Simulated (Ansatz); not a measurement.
Crystal: LiCl.

```
CELL_PARAMETERS angstrom
0.00000 2.56477 2.56477
2.56477 0.00000 2.56477
2.56477 2.56477 0.00000
ATOMIC_POSITIONS crystal
Cl 0.50000 0.50000 0.50000
Li 0.00000 0.00000 0.00000
```

Base run:

```yaml
Program: Ansatz 0.2.0
Functional: r2SCAN
Potentials_or_basis: Ansatz PAW
Cutoff: 500 eV
Density_cutoff: 2000 eV
k_mesh: 9 × 9 × 9
Occupations: fermi-dirac, width 0.05 eV
Spin: no spin polarisation
```

Its results: band gap on the k mesh 7.23 eV, direct; pressure -0.3 GPa.

Problem. The run is repeated on the same cell with these changes: functional from r2SCAN to LDA; cutoff from 500 eV to 420 eV; density cutoff from 2000 eV to 1680 eV. What comes out?

Solution. Band gap on the k mesh 5.99 eV, direct; pressure -3.2 GPa.

r2SCAN gives the wider gap, since meta-GGAs in the generalised Kohn-Sham scheme recover part of the derivative discontinuity.

Caveats: the PAW data sets come from PBE, with cores solved anew for the run's functional, which leaves a small shift of forces and pressure.

Not every run made on this cell is shown here.
